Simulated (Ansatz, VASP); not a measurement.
## One calculation of AlN, two programs

```
Al N
1.0
     1.53367   -2.65631    0.00000
     1.53367    2.65631    0.00000
     0.00000    0.00000    4.90774
Al N
2 2
Direct
  0.00000 0.00000 0.99983
  0.66667 0.33333 0.49983
  0.00000 0.00000 0.38217
  0.66666 0.33334 0.88217
```

Alike in both runs: functional PBEsol; k mesh 9 × 9 × 7; no spin polarisation.

Ansatz relaxed the structure, and its values are those at the end. VASP's run is a single point on that final structure, the one shown.

|  | VASP | Ansatz |
| --- | --- | --- |
| version | VASP 6.6.1 | Ansatz 0.2.0 |
| potentials or method | VASP PAW PBE potentials, release 64 (Al, N) | scalar-relativistic, plane waves, PAW |
| plane-wave cutoff (eV) | 520 | 520 |
| occupations | gaussian, width 0.01 eV | fixed |
| valence electrons in the cell | 16 | 16 |

|  | VASP | Ansatz | Ansatz less VASP |
| --- | --- | --- | --- |
| gap on the k mesh at the Fermi level (eV) | 4.51 | 4.49 | -0.017 |
| least direct gap on the mesh (eV) | 4.51 | 4.49 | -0.017 |
| pressure (GPa) | 10.0 | 10.0 | -0.05 |

Ansatz warned: «near_symmetry_operations_not_taken».

Caveats: the PAW data sets were made with another functional, which shifts forces and pressure a little (VASP); an odd mesh through Γ misses points on the zone boundary, where band edges often lie.
